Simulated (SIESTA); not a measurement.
CaO under changes of volume

One of the cells (14.163 Å³/atom); the others are scaled copies at fixed shape and fractional positions:

```
Ca O
1.0
     0.00000    2.41947    2.41947
     2.41947    0.00000    2.41947
     2.41947    2.41947    0.00000
Ca O
1 1
Direct
  0.00000 0.00000 0.00000
  0.50000 0.50000 0.50000
```

The cell is a database's computed one.

* Program: SIESTA 5.4.2
* Functional: PBEsol
* Potentials or basis: PseudoDojo 0.4 standard (PBEsol files)
* Basis: DZP (energy shift 0.003 Ry; two zetas on semicore shells; d shell added on Ca)
* Grid cutoff: 800 Ry
* Energy shift: 0.003 Ry
* k mesh: 10 × 10 × 10
* Occupations: fermi-dirac, width 0.05 eV
* Spin: no spin polarisation

```csv
volume (Å³/atom),energy over the lowest point (meV/atom),pressure (GPa),gap on the mesh (eV)
13.052,?,?,?
13.330,2.12,2.5,3.52
13.608,0.00,-0.1,3.53
14.163,7.95,-4.4,3.56
14.441,17.23,-6.3,3.57
14.719,29.48,-7.9,3.57
```

Question: What does the run at 13.052 Å³/atom give?

Answer: Energy over the lowest point 8.84 meV/atom; pressure 5.3 GPa; gap on the mesh 3.50 eV.

Worked out: A Birch-Murnaghan fit of order 3 (a polynomial in V^(-2/3)) to the other rows has its minimum at 13.60 Å³/atom with B0 = V·E''(V) = 120 GPa and B' = 4.6. It gives 9.00 meV/atom at 13.052 Å³/atom, against the run's 8.84, and -dE/dV = 5.4 GPa, against 5.3. A straight line through the other rows of the gap, of slope 0.558 eV per unit of ln V, extrapolates to 3.51 eV, against the run's 3.50.

Energies are extrapolated to zero smearing.

Caveats: the basis of atomic orbitals isn't converged, which shifts pressures, moduli and gaps.

A mesh can miss the band edges.
